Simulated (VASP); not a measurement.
Input of a VASP 6.6.1 run:

File INCAR:

```
SYSTEM = Ag
PREC = Accurate ; ENCUT = 520
EDIFF = 1E-6 ; ISMEAR = 0
SIGMA = 0.020999999999999998 ; LREAL = .FALSE.
LASPH = .TRUE. ; NELM = 80
ALGO = Normal ; ISIF = 2
LWAVE = .FALSE. ; LCHARG = .FALSE.
GGA = PE ; NBANDS = 12
```

KPOINTS

```
regular mesh
0
G
  11 11 11
  0 0 0
```

File POSCAR:

```
Ag
1.0
    0.0000000000      2.0427500000      2.0427500000
    2.0427500000      0.0000000000      2.0427500000
    2.0427500000      2.0427500000      0.0000000000
Ag
1
Direct
    0.0000000000      0.0000000000      0.0000000000
```

Potentials or basis: VASP PAW PBE potentials, release 64 (Ag).

Launch:

```bash
$ cat potpaw_PBE.64/Ag/POTCAR > POTCAR
$ mpirun -np 1 vasp_std > vasp.out
```

Q: Estimate the band gap on the k mesh.

A: None (metal or under the smearing width).

Q: Predict the pressure.

A: 4.1 GPa.
